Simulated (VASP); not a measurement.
# CdTe (F-43m) in VASP: notebook

The runs below take CdTe through relaxation of cell and atoms, with PBE.

Everything below comes from runs of VASP 6.6.1. Logs are shortened: lines on timing, memory, paths and dates and some standing lists are left out, and cuts for length are marked.

### Step 1. The crystal as given

The structure is cubic, space group F-43m (No. 216). The conventional cell has a = 6.410 Å, b = 6.410 Å, c = 6.410 Å, α = 90.00°, β = 90.00°, γ = 90.00°. Cd (site symmetry -43m) has 4 Te at 2.78 Å as nearest neighbours. Around Te (site symmetry -43m) lie 4 Cd at 2.78 Å.

### Step 2. Relaxation of cell and atoms, PBE

INCAR reads:

```
ALGO = Fast
EDIFF = 1E-7
EDIFFG = -0.002
ENCUT = 520
GGA = PE
IBRION = 2
ISIF = 3
ISMEAR = 0
LASPH = True
LCHARG = False
LREAL = False
LWAVE = False
NELM = 80
NSW = 80
PREC = Accurate
SIGMA = 0.02
```

KPOINTS reads:

```
k-points
0
Gamma
  8 8 8
```

POSCAR reads:

```
CdTe
1.0
    0.0000000000      3.2050000000      3.2050000000
    3.2050000000      0.0000000000      3.2050000000
    3.2050000000      3.2050000000      0.0000000000
Cd Te
1 1
Direct
    0.0000000000      0.0000000000      0.0000000000
    0.2500000000      0.2500000000      0.2500000000
```

Potentials or basis: VASP PAW PBE potentials, release 64 (Cd, Te).

On the command line:

```
cat potpaw_PBE.64/Cd/POTCAR potpaw_PBE.64/Te/POTCAR > POTCAR
mpirun -np 1 vasp_std > vasp.out
```

OUTCAR:

```text
EDIFF = 1E-7
   EDIFFG = -0.002
   ENCUT = 520
   GGA = PE
   IBRION = 2
   ISIF = 3
   ISMEAR = 0
   LASPH = True
   LREAL = False
   NELM = 80
   NSW = 80
   PREC = Accurate

 ion  position               nearest neighbor table
   1  0.000  0.000  0.000-   2 2.78   2 2.78   2 2.78   2 2.78
   2  0.250  0.250  0.250-   1 2.78   1 2.78   1 2.78   1 2.78

  LATTYP: Found a face centered cubic cell.
 ALAT       =     6.4100000000

  Lattice vectors:

 A1 = (   0.0000000000,   3.2050000000,   3.2050000000)
 A2 = (   3.2050000000,   0.0000000000,   3.2050000000)
 A3 = (   3.2050000000,   3.2050000000,   0.0000000000)

Analysis of symmetry for initial positions (statically):
=====================================================================
 Subroutine PRICEL returns:
 Original cell was already a primitive cell.

 Routine SETGRP: Setting up the symmetry group for a
 face centered cubic supercell.

 Subroutine GETGRP returns: Found 24 space group operations
 (whereof 24 operations were pure point group operations)
 out of a pool of 48 trial point group operations.

The static configuration has the point symmetry T_d .

Analysis of symmetry for dynamics (positions and initial velocities):
=====================================================================
 Subroutine PRICEL returns:
 Original cell was already a primitive cell.

 Routine SETGRP: Setting up the symmetry group for a
 face centered cubic supercell.

 Subroutine GETGRP returns: Found 24 space group operations
 (whereof 24 operations were pure point group operations)
 out of a pool of 48 trial point group operations.

The dynamic configuration has the point symmetry T_d .

 Subroutine INISYM returns: Found 24 space group operations
 (whereof 24 operations are pure point group operations),
 and found     1 'primitive' translations

----------------------------------------------------------------------------------------

                                     Primitive cell

  volume of cell :      65.8437

  direct lattice vectors                    reciprocal lattice vectors
     0.000000000  3.205000000  3.205000000    -0.156006240  0.156006240  0.156006240
     3.205000000  0.000000000  3.205000000     0.156006240 -0.156006240  0.156006240
     3.205000000  3.205000000  0.000000000     0.156006240  0.156006240 -0.156006240

  length of vectors
     4.532554467  4.532554467  4.532554467     0.270210734  0.270210734  0.270210734

  position of ions in fractional coordinates (direct lattice)
     0.000000000  0.000000000  0.000000000
     0.250000000  0.250000000  0.250000000

  ion indices of the primitive-cell ions
   primitive index   ion index
                 1           1
                 2           2

----------------------------------------------------------------------------------------

 KPOINTS: k-points

Automatic generation of k-mesh.
 Grid dimensions read from file:
 generate k-points for:    8    8    8

 Generating k-lattice:

  Cartesian coordinates                     Fractional coordinates (reciprocal lattice)
    -0.019500780  0.019500780  0.019500780     0.125000000  0.000000000  0.000000000
     0.019500780 -0.019500780  0.019500780     0.000000000  0.125000000  0.000000000
     0.019500780  0.019500780 -0.019500780     0.000000000  0.000000000  0.125000000

  Length of vectors
     0.033776342  0.033776342  0.033776342

  Shift w.r.t. Gamma in fractional coordinates (k-lattice)
     0.000000000  0.000000000  0.000000000

 Subroutine IBZKPT returns following result:
 ===========================================

 Found     29 irreducible k-points:

 Following reciprocal coordinates:
            Coordinates               Weight
  0.000000  0.000000  0.000000      1.000000
  0.125000  0.000000  0.000000      8.000000
  0.250000  0.000000  0.000000      8.000000
  0.375000  0.000000  0.000000      8.000000
  0.500000  0.000000  0.000000      4.000000
  0.125000  0.125000  0.000000      6.000000
[... 16 lines left out ...]
  0.500000  0.250000  0.125000     48.000000
 -0.375000  0.250000  0.125000     24.000000
 [... further k-points ...]
   k-points           NKPTS =     29   k-points in BZ     NKDIM =     29   number of bands    NBANDS=     13
   number of dos      NEDOS =    301   number of ions     NIONS =      2
   total plane-waves  NPLWV =  46656
   dimension x,y,z NGX =    36 NGY =   36 NGZ =   36
   dimension x,y,z NGXF=    72 NGYF=   72 NGZF=   72
   ions per type =               1   1
   NGX,Y,Z   is equivalent  to a cutoff of  13.20, 13.20, 13.20 a.u.
   NGXF,Y,Z  is equivalent  to a cutoff of  26.41, 26.41, 26.41 a.u.
 SYSTEM =  unknown system
   PREC   = accura    normal or accurate (medium, high low for compatibility)
   ISTART =      0    job   : 0-new  1-cont  2-samecut
   ICHARG =      2    charge: 1-file 2-atom 10-const
   ISPIN  =      1    spin polarized calculation?
   LNONCOLLINEAR =      F non collinear calculations
   LSORBIT =      F    spin-orbit coupling
   LASPH  =      T    aspherical Exc in radial PAW
   ENCUT  =  520.0 eV  38.22 Ry    6.18 a.u.   8.43  8.43  8.43*2*pi/ulx,y,z
   NELM   =     80;   NELMIN=  2; NELMDL= -5     # of ELM steps
   EDIFF  = 0.1E-06   stopping-criterion for ELM
   LREAL  =      F    real-space projection
   EDIFFG = -.2E-02   stopping-criterion for IOM
   NSW    =     80    number of steps for IOM
   IBRION =      2    ionic relax: 0-MD 1-quasi-New 2-CG
   NFREE  =      1    steps in history (QN), initial steepest desc. (CG)
   ISIF   =      3    stress and relaxation
   ISYM   =      2    0-nonsym 1-usesym 2-fastsym
   POTIM  = 0.5000    time-step for ionic-motion
   TEBEG  =    0.0;   TEEND  =   0.0 temperature during run
   PSTRESS=    0.0 pullay stress
   NELECT =      18.0000    total number of electrons
   NUPDOWN=      -1.0000    fix difference up-down
   EMIN   =  10.00;   EMAX   =-10.00  energy-range for DOS
   EFERMI =   0.00;   METHOD = LEGACY
   ISMEAR =     0;   SIGMA  =   0.02  broadening in eV -4-tet -1-fermi 0-gaus
   EFERMI_NEDOS =   21; number of points for ismear=-14 and -15
   IALGO  =     68    algorithm
   IMIX   =      4    mixing-type and parameters
     AMIX     =   0.40;   BMIX     =  1.00
     AMIX_MAG =   1.60;   BMIX_MAG =  1.00
  volume/ion in A,a.u.               =      32.92       222.17
  Fermi-wavevector in a.u.,A,eV,Ry     =   1.062497  2.007828 15.359610  1.128899
  Thomas-Fermi vector in A             =   2.197950
   LORBIT       =      0    0 simple, 1 ext, 2 COOP (PROOUT), +10 PAW based schemes
   GGA     = PE    functional components
   LHFCALC =     F    Hartree Fock is set to
   AEXX    =    0.0000 exact exchange contribution
   IVDW    =     0    specifies the selected vdW correction
   LEPSILON=     F    determine dielectric tensor
   LRPA    =     F    only Hartree local field effects (RPA)
 conjugate gradient relaxation of ions
 non-spin polarized calculation
 RMM-DIIS sequential band-by-band and
 Gauss-broadening in eV      SIGMA  =   0.02
  energy-cutoff  :      520.00
  volume of cell :       65.84
 maximum number of plane-waves:      1807
 NGX is ok and might be reduce to    36
   NGX = 17   NGY = 17   NGZ = 17

--------------------------------------- Ionic step        1  -------------------------------------------

 number of electron      17.9999995 magnetization

 Free energy of the ion-electron system (eV)
  ---------------------------------------------------
  ext. energy  EPLUGINS =         0.00000000
  ---------------------------------------------------
  free energy    TOTEN  =        -4.72671770 eV

  energy without entropy =       -4.72671770  energy(sigma->0) =       -4.72671770

------------------------ aborting loop because EDIFF is reached ----------------------------------------

  FORCE on cell =-STRESS in cart. coord.  units (eV):
  Direction    XX          YY          ZZ          XY          YZ          ZX
  --------------------------------------------------------------------------------------
  -------------------------------------------------------------------------------------
  Total        1.8060068      1.8060068      1.8060068     -0.0000000      0.0000000     -0.0000000
  in kB       43.9456480     43.9456480     43.9456480     -0.0000000      0.0000000     -0.0000000
  external PRESSURE =      43.9456480 kB  Pullay stress =       0.0000000 kB

 VOLUME and BASIS-vectors are now :
 -----------------------------------------------------------------------------
  energy-cutoff  :      520.00
  volume of cell :       65.84
      direct lattice vectors                 reciprocal lattice vectors
     0.000000000  3.205000000  3.205000000    -0.156006240  0.156006240  0.156006240
     3.205000000  0.000000000  3.205000000     0.156006240 -0.156006240  0.156006240
     3.205000000  3.205000000  0.000000000     0.156006240  0.156006240 -0.156006240
[... 37 lines left out ...]
 POSITION                                       TOTAL-FORCE (eV/Angst)
 -----------------------------------------------------------------------------------
      3.34462      3.34462     -0.00000         0.000000      0.000000      0.000000
      1.67231      1.67231      1.67231        -0.000000     -0.000000     -0.000000
 -----------------------------------------------------------------------------------
    total drift:                               -0.000000     -0.000000     -0.000000

  FREE ENERGIE OF THE ION-ELECTRON SYSTEM (eV)
  ---------------------------------------------------
  free  energy   TOTEN  =        -4.8050728495 eV

  energy  without entropy=       -4.8050728495  energy(sigma->0) =       -4.80507285

--------------------------------------- Ionic step        3  -------------------------------------------

 number of electron      18.0000006 magnetization

 Free energy of the ion-electron system (eV)
  ---------------------------------------------------
  ext. energy  EPLUGINS =         0.00000000
  ---------------------------------------------------
  free energy    TOTEN  =        -4.81187065 eV

  energy without entropy =       -4.81187065  energy(sigma->0) =       -4.81187065

 E-fermi :   1.9248     XC(G=0):  -8.2995

 val. band max:        1.7798099296   @ k =   0.0000   0.0000   0.0000
 cond. band min:       2.3564482287   @ k =   0.0000   0.0000   0.0000
 fundamental gap:      0.5766382990
 Fermi energy:         1.9248339459

 k-point     1 :       0.0000    0.0000    0.0000
  band No.  band energies     occupation
      1      -9.0434      2.00000
      2      -6.3036      2.00000
      3      -6.3036      2.00000
      4      -6.3036      2.00000
      5      -6.0882      2.00000
      6      -6.0882      2.00000
      7       1.7798      2.00000
      8       1.7798      2.00000
      9       1.7798      2.00000
     10       2.3564      0.00000
     11       6.4200      0.00000
     12       6.4200      0.00000
     13       6.4200      0.00000

 k-point     2 :       0.1250    0.0000    0.0000
  band No.  band energies     occupation
      1      -8.9935      2.00000
      2      -6.2945      2.00000
      3      -6.2945      2.00000
      4      -6.2612      2.00000
      5      -6.0888      2.00000
      6      -6.0888      2.00000
      7       0.5972      2.00000
      8       1.6603      2.00000
      9       1.6603      2.00000
     10       3.2555      0.00000
     11       6.3733      0.00000
[... 339 lines left out ...]
 k-point    24 :      -0.3750    0.2500    0.1250
  band No.  band energies     occupation
      1      -8.6542      2.00000
      2      -6.2301      2.00000
      3      -6.2204      2.00000
      4      -6.1000      2.00000
      5      -6.0831      2.00000
      6      -5.7057      2.00000
      7      -2.1331      2.00000
      8      -0.0713      2.00000
      9       0.6631      2.00000
     10       4.8685      0.00000
     11       6.4411      0.00000
     12       7.6588      0.00000
     13       8.7941      0.00000

 [... further k-points ...]

------------------------ aborting loop because EDIFF is reached ----------------------------------------

  FORCE on cell =-STRESS in cart. coord.  units (eV):
  Direction    XX          YY          ZZ          XY          YZ          ZX
  --------------------------------------------------------------------------------------
  -------------------------------------------------------------------------------------
  Total        0.0021613      0.0021613      0.0021613     -0.0000000      0.0000000     -0.0000000
  in kB        0.0476819      0.0476819      0.0476819     -0.0000000      0.0000000     -0.0000000
  external PRESSURE =       0.0476819 kB  Pullay stress =       0.0000000 kB

 VOLUME and BASIS-vectors are now :
 -----------------------------------------------------------------------------
  energy-cutoff  :      520.00
  volume of cell :       72.62
      direct lattice vectors                 reciprocal lattice vectors
     0.000000000  3.311430356  3.311430356    -0.150992153  0.150992153  0.150992153
     3.311430356 -0.000000000  3.311430356     0.150992153 -0.150992153  0.150992153
     3.311430356  3.311430356 -0.000000000     0.150992153  0.150992153 -0.150992153

 POSITION                                       TOTAL-FORCE (eV/Angst)
 -----------------------------------------------------------------------------------
      0.00000      0.00000      0.00000        -0.000000      0.000000     -0.000000
      1.65572      1.65572      1.65572         0.000000     -0.000000      0.000000
 -----------------------------------------------------------------------------------
    total drift:                               -0.000000     -0.000000     -0.000001

  FREE ENERGIE OF THE ION-ELECTRON SYSTEM (eV)
  ---------------------------------------------------
  free  energy   TOTEN  =        -4.8118706510 eV

  energy  without entropy=       -4.8118706510  energy(sigma->0) =       -4.81187065

 reached required accuracy - stopping structural energy minimisation
```

Wall time 58 s (1 thread of Intel Xeon Platinum 8488C (Sapphire Rapids), shared host); peak memory 0.23 GiB.

Results:

| Item | Value |
| --- | --- |
| Free energy | -4.8119 eV |
| Relaxed volume | 36.31 Å³/atom |
| Relaxed cell | a = 4.683 Å, b = 4.683 Å, c = 4.683 Å, α = 60.00°, β = 60.00°, γ = 60.00° |
| Space group after relaxing (to 0.05 Å) | F-43m (No. 216) |
| Energy gained by relaxing | 42.6 meV/atom |
| Ionic steps | 3 |
| Pressure after relaxing | 0.0 GPa |
| Band gap on the k mesh | 0.58 eV, direct |

The path:
| step | energy change (eV) | largest force (eV/Å) | pressure (GPa) | volume (Å³) |
| --- | --- | --- | --- | --- |
| 1 | 0.0000 | 0.0000 | 4.39 | 65.84 |
| 2 | -0.0784 | 0.0000 | -0.97 | 74.83 |
| 3 | -0.0852 | 0.0000 | 0.00 | 72.62 |

Final structure:
```
CELL_PARAMETERS angstrom
0.00000 3.31143 3.31143
3.31143 0.00000 3.31143
3.31143 3.31143 0.00000
ATOMIC_POSITIONS crystal
Cd 0.00000 0.00000 0.00000
Te 0.25000 0.25000 0.25000
```

Caveat: spin-orbit coupling is left out, which moves the levels of the heavy elements; the volume moved by +10 % from the deposited cell, more than functionals usually miss. Zero-point motion and thermal expansion aren't in these numbers.

### Step 3. Relaxation of cell and atoms, PBE

This run uses another cell than the first one, of 36.31 Å³/atom, 1.103 times its volume.

INCAR is that of step 2.

KPOINTS is that of step 2.

POSCAR reads:

```
CdTe                                    
1.0
    0.0000000000      3.3114303557      3.3114303557
    3.3114303557     -0.0000000000      3.3114303557
    3.3114303557      3.3114303557     -0.0000000000
  Cd              Te            
     1     1
Direct
     0.0000000000000000    0.0000000000000000    0.0000000000000000
     0.2500000000000000    0.2500000000000000    0.2500000000000000
```

Potentials or basis: VASP PAW PBE potentials, release 64 (Cd, Te).

On the command line:

```
cat potpaw_PBE.64/Cd/POTCAR potpaw_PBE.64/Te/POTCAR > POTCAR
mpirun -np 1 vasp_std > vasp.out
```

Wall time 40 s (1 thread of Intel Xeon Platinum 8488C (Sapphire Rapids), shared host); peak memory 0.22 GiB.

It converged, with:

* Free energy: -4.8121 eV
* Relaxed volume: 36.35 Å³/atom
* Relaxed cell: a = 4.685 Å, b = 4.685 Å, c = 4.685 Å, α = 60.00°, β = 60.00°, γ = 60.00°
* Space group after relaxing (to 0.05 Å): F-43m (No. 216)
* Energy gained by relaxing: 0.0 meV/atom
* Ionic steps: 2
* Pressure after relaxing: 0.0 GPa
* Band gap on the k mesh: 0.57 eV, direct

Final structure:
```
Cd Te
1.0
     0.00000    3.31257    3.31257
     3.31257    0.00000    3.31257
     3.31257    3.31257    0.00000
Cd Te
1 1
Cartesian
  3.3126 3.3126 6.6251
  1.6563 1.6563 1.6563
```

Levels at points of the mesh, in eV from the valence-band top:
```tsv
k point	band 7	band 8	band 9	band 10	band 11	band 12
(0.00, 0.00, 0.00)	0.00	0.00	0.00	0.57	4.64	4.64
(0.50, 0.00, 0.00)	-4.06	-0.68	-0.68	1.75	5.21	5.21
(0.50, 0.50, 0.00)	-4.00	-1.65	-1.65	2.67	2.75	8.50
```

Caveat: spin-orbit coupling is left out, which moves the levels of the heavy elements.
